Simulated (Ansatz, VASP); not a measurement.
## Two plane-wave programs on Si4N

```
CELL_PARAMETERS angstrom
4.03875 0.00000 0.00000
0.00000 4.03875 0.00000
0.00000 0.00000 4.03875
ATOMIC_POSITIONS crystal
Si 0.50000 0.00000 0.00000
Si 0.00000 0.50000 0.00000
Si 0.00000 0.00000 0.50000
Si 0.50000 0.50000 0.50000
N 0.00000 0.00000 0.00000
```

Change from the starting cell: species swapped into the Co4N type (Pm-3m, No. 221).

Alike in both runs: functional PBE; k mesh 10 × 10 × 10; occupations gaussian, width 0.1 eV; no spin polarisation.

Ansatz relaxed the structure, and its values are those at the end. VASP's run is a single point on that final structure, the one shown.

|  | VASP | Ansatz |
| --- | --- | --- |
| version | VASP 6.6.1 | Ansatz 0.2.0 |
| potentials or method | VASP PAW PBE potentials, release 64 (Si, N) | scalar-relativistic, plane waves, PAW |
| plane-wave cutoff (eV) | 520 | 420 |
| valence electrons in the cell | 21 | 21 |

|  | VASP | Ansatz | Ansatz less VASP |
| --- | --- | --- | --- |
| gap on the k mesh at the Fermi level (eV) | none | none | - |
| pressure (GPa) | 0.1 | 0.0 | -0.05 |

A gap of «none» marks a metal or a gap that the smearing closes.
